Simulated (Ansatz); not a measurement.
Crystal: GaAs.

```
As Ga
1.0
     0.00000    2.82685    2.82685
     2.82685    0.00000    2.82685
     2.82685    2.82685    0.00000
As Ga
1 1
Cartesian
  4.2403 4.2403 4.2403
  0.0000 0.0000 0.0000
```

Program: Ansatz 0.2.0. Alike in all runs: task band structure; potentials or basis Ansatz PAW; cell as given; k mesh 8 × 8 × 8; cutoff (eV) 420; smearing fermi-dirac 0.05 eV.

Problem. Order these runs on this cell by their pressure, lowest first.
A. level BPBE; spin off
B. level LDA; spin SOC, no magnetisation
C. level exchange-only PBE; spin off
D. level revPBE; spin off

Solution. B (-1.9 GPa), A (3.1 GPa), D (4.7 GPa), C (13.0 GPa).

Caveats: the PAW data sets come from PBE, with cores solved anew for the run's functional, which leaves a small shift of forces and pressure.
